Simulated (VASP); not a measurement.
Al16N15 (a cell with a defect), 31 atoms in the cell. The cell holds a defect, 31 atoms: a = 6.220 Å, b = 6.220 Å, c = 9.960 Å, α = 90.00°, β = 90.00°, γ = 120.00°. 

```yaml
Program: VASP 6.6.1
Task: single point
Functional: PBEsol
Potentials_or_basis: VASP PAW PBE potentials, release 64 (Al, N)
Cutoff: 450 eV
k_mesh: 3 × 3 × 2
Occupations: gaussian, width 0.03 eV
Spin: no spin polarisation
Dq: 1
Further_INCAR_settings: LREAL = Auto; ALGO = Normal; EDIFF = 1e-05; NELECT = 122.0
```

Potentials or basis: VASP PAW PBE potentials, release 64 (Al, N).

Launch:

```console
$ cat potpaw_PBE.64/Al/POTCAR potpaw_PBE.64/N/POTCAR > POTCAR
$ mpirun -np 4 vasp_std > vasp.out
```

Hardware: 4 MPI ranks on Intel(R) Xeon(R) Platinum 8259CL CPU @ 2.50GHz (Skylake/Cascade Lake), with other jobs on the host.

Problem. Estimate the wall time of this run.

Solution. Wall time 110 s on 4 MPI ranks on Intel(R) Xeon(R) Platinum 8259CL CPU @ 2.50GHz (Skylake/Cascade Lake) (shared host), peak memory 0.41 GiB a rank. Counts: scf iterations 15, k points 6.
